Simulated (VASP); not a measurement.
Runs of VASP 6.6.1 on CdS (Greenockite). It takes space group P6_3mc (No. 186, hexagonal). The conventional cell has a = 4.150 Å, b = 4.150 Å, c = 6.737 Å, α = 90.00°, β = 90.00°, γ = 120.00°. Cd (site symmetry 3m) has 4 S at 2.53 to 2.54 Å as nearest neighbours. Around S (site symmetry 3m) lie 4 Cd at 2.53 to 2.54 Å. 

```csv
level,potentials or basis,gap on the mesh (eV),pressure (GPa),relaxed volume (Å³/atom),largest force (eV/Å)
PBE,"VASP PAW PBE potentials, release 64 (Cd, S)",1.10,0.0,(a),0.01
LDA,"VASP PAW LDA potentials, release 64 (Cd, S)",1.04,0.0,24.03,-
AM05,"VASP PAW PBE potentials, release 64 (Cd, S)",1.18,0.0,(b),-
PBE+D3(BJ),"VASP PAW PBE potentials, release 64 (Cd, S)",1.19,0.0,25.22,0.01
r2SCAN,"VASP PAW PBE potentials, release 64 (Cd, S)",1.61,0.0,25.52,0.01
PBEsol,"VASP PAW PBE potentials, release 64 (Cd, S)",1.08,0.0,24.85,0.01
```

Alike in all rows: task relaxation of cell and atoms; no spin polarisation; cell relaxed; k mesh 9 × 9 × 4; cutoff (eV) 600; smearing gaussian 0.03 eV.

Problem. Estimate the missing entries.

Solution. (a) 26.14; (b) 25.09.

Caveats: an odd mesh through Γ misses points on the zone boundary, where band edges often lie; the PAW data sets were made with another functional, which shifts forces and pressure a little (some runs).

A k mesh can miss the band edges, and the runs leave out spin-orbit coupling on Cd.

Not every run made on this cell is shown here.
